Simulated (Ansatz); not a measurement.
# Debugging a many-body input for NaSrI3 (cubic perovskite) (Pm-3m)

What is wrong with this input for NaSrI3 (cubic perovskite) (Pm-3m)?

Main program and level: Ansatz 0.2.0; G0W0 on PBEsol, plane waves, PAW.

The structure was built from a prototype and need not be the compound's stable phase.

**1. The starting structure**

It takes space group Pm-3m (No. 221, cubic). Conventional cell: a = 6.304 Å, b = 6.304 Å, c = 6.304 Å, α = 90.00°, β = 90.00°, γ = 90.00°. Nearest to Na lie 12 I at 4.46 Å. Nearest to Sr lie 6 I at 3.15 Å. Nearest to I lie 2 Sr at 3.15 Å. It derives from I3Na1Sr1. Farther neighbours and most contacts between anions are not listed.

The structure was relaxed with PBEsol. The structure type comes from a generator and need not be one that this composition takes. The runs that relaxed it are not among those shown. Spin-orbit coupling is left out unless a step names it. The default PAW set here is soft_2. Its files were made with PBE.

**2. First try**

Input file input.yaml:

```yaml
crystal:
  lattice:
    - [6.3036929043, 0.0, 0.0]
    - [0.0, 6.3036929043, 0.0]
    - [0.0, 0.0, 6.3036929043]
  atoms:
    - { symbol: Na, position: [0.0, 0.0, 0.0] }
    - { symbol: Sr, position: [0.5, 0.5, 0.5] }
    - { symbol: I, position: [0.5, 0.5, 0.0] }
    - { symbol: I, position: [0.5, 0.0, 0.5] }
    - { symbol: I, position: [0.0, 0.5, 0.5] }
kpoints:
  mp_grid: { grid: [2, 2, 2] }
hamiltonian:
  xc: pbesol
scf:
  occupations: { method: fixed }
magnetization:
  noncollinear: true
  spin_orbit: true
gw:
  n_empty_bands: 264
  ecut_chi: 60
  qp_bands: [v2, c2]
  qp_kpoints: band_edges
  screening: { model: contour_deformation }
```

Run with:

```
$ ansatz run input.yaml --threads 4 --pin off --max-ram 17510MiB --backend cpu --events-out ev --progress --plain --runs-dir out
```

Numbers of over 12 decimals in the logs are rounded to 6 here.

What it wrote:

```text
Error: gw: with magnetization.noncollinear: true — the χ₀/Σ pipeline is wired for the unpolarised channel only — spinor oscillator elements and the per-channel sum are not implemented; use an unpolarised deck
```

The job ended after 0.03 s (4 threads of Arm Neoverse V1, shared host; peak memory 0.032 GiB).

**What went wrong?**

The input was rejected at the start.

The program's message: “Error: gw: with magnetization.noncollinear: true — the χ₀/Σ pipeline is wired for the unpolarised channel only — spinor oscillator elements and the per-channel sum are not implemented; use an unpolari …”

The fault: spin-orbit coupling. The physics allows it, but this program's G0W0 has no spinor form; spin-orbit coupling is taken from a separate density-functional step.

**3. A better input**

Now the one-shot GW correction: screening in the RPA, then the self-energy of the levels asked for.

Changes to input.yaml since step 2:

```diff
@@ -17,8 +17,5 @@
   occupations: { method: fixed }
-magnetization:
-  noncollinear: true
-  spin_orbit: true
 gw:
-  n_empty_bands: 264
-  ecut_chi: 60
+  n_empty_bands: 347
+  ecut_chi: 72
   qp_bands: [v2, c2]
```

What it wrote:

```text
[...]
Crystal: 5 atoms, lattice volume = 250.487 Å³
Basis set: ecut = 420 eV, 4945 PW (Γ)
Bands: 42, of which v1, the nominal top of the filled ones, is band 35 counted from 1 (34 counted from 0)
Symmetry: 48 space group operations
[...]
k-points: 4 of 8
[...]
SCF iter   1: F=—  HF=-27271.289163 eV  |F-HF|=—  |Δ(HF+E_count)|=         —  Δρ=1.46e-3  dr2=3.44e-3  ethr=1.77e-3  ⟨swp⟩=6.2  Hψ=620  notcnv=0  defer=17
[...]
SCF iter   7: F=-27271.291187 eV  HF=-27271.291187 eV  |F-HF|=2.36e-9  |Δ(HF+E_count)|=   1.85e-7  Δρ=2.45e-6  dr2=1.36e-8  ethr=1.43e-10  ⟨swp⟩=16.0  Hψ=905  notcnv=0
SCF 1 converged in 7 iterations: F = -27271.291187 eV  dr2 = 1.36e-8
[...]
NSCF: frozen V_eff on 4 k-points
G₀W₀ screening: q 1/4
[... further progress lines ...]
SCF converged after 7 iterations
Free energy (F): -27271.291187 eV
[...]
Internal energy: -27271.291187 eV  (E = F + TS)
[...]
0    34      1.8080   -17.5321     1.9361   -14.5173  0.7759     0.7036     0.7292  root
     0    35      1.8080   -17.5321     1.9361   -14.5173  0.7759     0.7036     0.7292  root
     0    36      4.5128    -2.5803    -2.7033    -5.7730  0.8313     5.0062     5.0022  root
     0    37      6.1202    -5.0379    -3.5943    -9.5337  0.8041     7.0366     7.0217  root
     1    34      1.7206   -17.3845     1.9747   -14.3122  0.7734     0.5954     0.6230  root
     1    35      1.7206   -17.3845     1.9747   -14.3122  0.7734     0.5954     0.6230  root
     1    36      5.6994    -3.6347    -2.7907    -7.0501  0.8169     6.3326     6.3241  root
     1    37      6.2200    -5.1749    -3.6758    -9.7880  0.8022     7.1738     7.1573  root
[...]
3    34      2.0896   -17.4246     1.8988   -14.4633  0.7737     1.0021     1.0271  root
     3    35      2.0896   -17.4246     1.8988   -14.4633  0.7737     1.0021     1.0271  root
     3    36      4.9579    -2.0606    -2.6989    -5.2712  0.8292     5.4743     5.4695  root
     3    37      7.8083    -4.1229    -3.3133    -8.1085  0.8088     8.4895     8.4805  root
[key lines of the parts left out:]
Fermi energy:    2.089575 eV
```

The job ended after 25 s (4 threads; peak memory 1.7 GiB; 93 s of CPU time).

Numbers from this step:

- bands summed: 382
- RPA ε∞ on this mesh (eigenvalues): 3.255, 3.255, 3.255
- plane waves in the screening matrix: 365
- q-points in the mesh: 8
- G0W0 gap on the mesh: 3.975 eV
- k of the valence top: -0.5, -0.5, -0.5
- k of the conduction bottom: 0, 0, 0
- starting gap on the mesh: 2.423 eV
- Z at the valence top: 0.7737
- Z at the conduction bottom: 0.8313
- least direct G0W0 gap on the computed points: 4.273 eV

The gap on the mesh goes from 2.42 eV to 3.98 eV, a correction of +1.55 eV. Between the two edge states, bare exchange in place of the xc potential would open the gap by 6.15 eV, and correlation takes back 4.60 eV.

**4. What came out**

```
first try  : refused after 0.03 s
better run : G0W0 gap on the mesh 3.98 eV (2×2×2 mesh, 347 empty bands, screening to 72 eV)
```

What this shows: The second run differs in: start, empty bands and screening cutoff (eV). Bands and cutoff are finite, so the gap is not at the basis limit. The miss can reach some tenths of an eV and take either sign; the mesh is an error of its own. The 2×2×2 mesh is coarse for this cell (its supercell is 13 Å along the shortest edge). The RPA ε∞ on it, from the PBEsol start, is 3.26; such meshes misread the long-range screening, most where the gap is narrow. This is the ideal cubic cell; many perovskites, halides above all, are cubic only on average, and local tilts or off-centring can widen the gap. The many-body steps are scalar-relativistic: spin-orbit coupling is not in them.

[Paths, hosts, dates, memory and timing lines, banners, echoed tables and standing remarks are left out of the program output.]

[Logs are printed without paths, hosts, clocks, repeated set-up lines and the standing remarks that a program may print on its own settings, such as how far it seeks lower states.]

[Runs of the session that timed out or met a known fault of the program may be left out.]

[Cells called generated may have been cut or substituted from an entry of the Crystallography Open Database or the Materials Project.]

[Hosts, paths, dates, database ids (printed as entryN), source tags and the programs' standing remarks are cut or masked in the printed files.]
